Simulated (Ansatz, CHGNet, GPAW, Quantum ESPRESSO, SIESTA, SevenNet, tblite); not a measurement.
## Cu3Au-type CuAu3, size series (48 atoms): runs against a plane-wave reference

The cell holds 48 atoms: 12 Cu and 36 Au. Its edges and angles: a = 7.960 Å, b = 7.960 Å, c = 11.940 Å, α = 90.0°, β = 90.0°, γ = 90.0°. It derives from CuAu3 (Cu3Au-type), repeated 2×2×3. Cu3Au-type CuAu3 (cell 3.98, 3.98, 3.98, 90, 90, 90), 2 x 2 x 3 conventional cells; every coordinate displaced by a Gaussian of 0.08 Å. Then every atom was moved at random, 0.05 Å r.m.s. a Cartesian component.

Geometry: as built.

The reference, a calculation:

* method: Kohn-Sham DFT, PBE, SSSP efficiency 1.3.0 pseudopotentials, plane waves (Quantum ESPRESSO 7.5); sssp-pbe-1.3.0-efficiency, cutoffs 60/480 Ry, Γ point
* r.m.s. force component: 1.048 eV/Å
* longest force: 4.475 eV/Å
* pressure: 12.23 GPa
* time: 2.7 min on 4 MPI ranks of Arm Neoverse V1, shared host
* CPU time: 11 min

In doubt: a PseudoDojo file used here is known to give poor structures and forces (SIESTA), which bears on pressures, cells, forces and phonons.

**Question.** The same geometry is run in other programs. How far does each lie from the reference, and what does it cost?
- SIESTA PBE, DZP, shift 0.01 Ry, mesh 200 Ry (SIESTA 5.4.2; 2 MPI ranks)
- SIESTA PBE, TZP, shift 0.01 Ry, mesh 500 Ry (SIESTA 5.4.2; 4 MPI ranks)
- CHGNet 0.3.0 potential (CHGNet 0.3.0; 1 thread)
- GPAW PBE, LCAO sz(dzp), h 0.2 Å (GPAW 26.7.0; 1 thread)
- SIESTA PBE, SZP, shift 0.01 Ry, mesh 500 Ry (SIESTA 5.4.2; 2 MPI ranks)
- QE PBE, sssp-1.3.0-efficiency, 20/160 Ry (Quantum ESPRESSO 7.5; 2 MPI ranks)
- GPAW PBE, LCAO dzp, h 0.2 Å (GPAW 26.7.0; 1 thread)
- GPAW revPBE, LCAO dzp, h 0.2 Å (GPAW 26.7.0; 1 thread)
- SIESTA PBE, DZP, shift 0.01 Ry, mesh 500 Ry (SIESTA 5.4.2; 2 MPI ranks)
- GPAW PBE, LCAO dzp, h 0.2 Å, other mixer settings (GPAW 26.7.0; 1 thread)

Differences are against the plane-wave reference, forces as r.m.s. over components; share is that over the reference's r.m.s. force, slope the least-squares factor from reference forces to these. Total energies of different programs have different zeros and aren't compared.

```csv
run,"Δ force, r.m.s. (meV/Å)",share (%),slope,Δ pressure (GPa),cores,CPU time,memory (GiB)
reference,-,-,-,-,4,11 min,2.7
"SIESTA PBE, DZP, shift 0.01 Ry, mesh 200 Ry",197,18.8,1.182,-0.869,2,1.8 min,0.67
"SIESTA PBE, TZP, shift 0.01 Ry, mesh 500 Ry",168,16.0,1.152,-2.03,4,6.7 min,1.9
CHGNet 0.3.0 potential,204,19.4,0.832,3.25,1,3.9 s,0.99
"GPAW PBE, LCAO sz(dzp), h 0.2 Å (coarse)",299,28.5,1.207,-,1,47 s,0.98
"SIESTA PBE, SZP, shift 0.01 Ry, mesh 500 Ry (coarse)",125,11.9,1.106,-10.1,2,3.8 min,1.2
"QE PBE, sssp-1.3.0-efficiency, 20/160 Ry (coarse)",530,50.6,1.307,-734,2,3.3 min,0.56
"GPAW PBE, LCAO dzp, h 0.2 Å",224,21.3,1.202,-,1,2.8 min,1.1
"GPAW revPBE, LCAO dzp, h 0.2 Å",241,23.0,1.219,-,1,2.8 min,1.1
"SIESTA PBE, DZP, shift 0.01 Ry, mesh 500 Ry",198,18.9,1.183,-0.907,2,4.7 min,1.3
"GPAW PBE, LCAO dzp, h 0.2 Å, other mixer settings",224,21.4,1.203,-,1,2.8 min,1.1
```

Rows marked coarse were listed beforehand as settings not expected to be converged; some can still land near the reference.

Times of the machine-learned potentials are mostly Python's start and the loading of weights.

CPU time is summed over cores on a shared host, where runs went side by side, so it is rough. Symmetry, cutoffs, thresholds, outputs and thread counts weren't matched or tuned between programs; memory under MPI is the largest rank's times the ranks.

The PBE runs in local orbitals, coarse settings apart, differ by 16 % (SIESTA PBE, TZP, shift 0.01 Ry, mesh 500 Ry) to 21 % (GPAW PBE, LCAO dzp, h 0.2 Å, other mixer settings); basis, grid and potentials can all enter. Machine-learned potentials differ by 19 % (CHGNet 0.3.0 potential); they were trained on other programs' data. Among those trained on PBE data the slope goes as low as 0.83, which softening far from their training structures can give, though the reference's k-sampling is untested too. Rows with another functional or a dispersion term differ by 23 % (GPAW revPBE, LCAO dzp, h 0.2 Å), which mixes the change of model with differences of basis and potentials. Runs with settings chosen to be coarse differ by 12 % (SIESTA PBE, SZP, shift 0.01 Ry, mesh 500 Ry) to 51 % (QE PBE, sssp-1.3.0-efficiency, 20/160 Ry), their programs' other errors included. Machine-learned potentials mimic data converged in k, so the reference's own k-point error enters their differences. The electronic-structure runs sample only Γ, in a cell whose shortest periodic width is 8 Å, which is coarse for a cell with partly filled levels.

[Logs are printed without paths, hosts, clocks, repeated set-up lines and the standing remarks that a program may print on its own settings, such as how far it seeks lower states.]

[Hosts, paths, dates, database ids (printed as entryN), source tags and the programs' standing remarks are cut or masked in the printed files.]
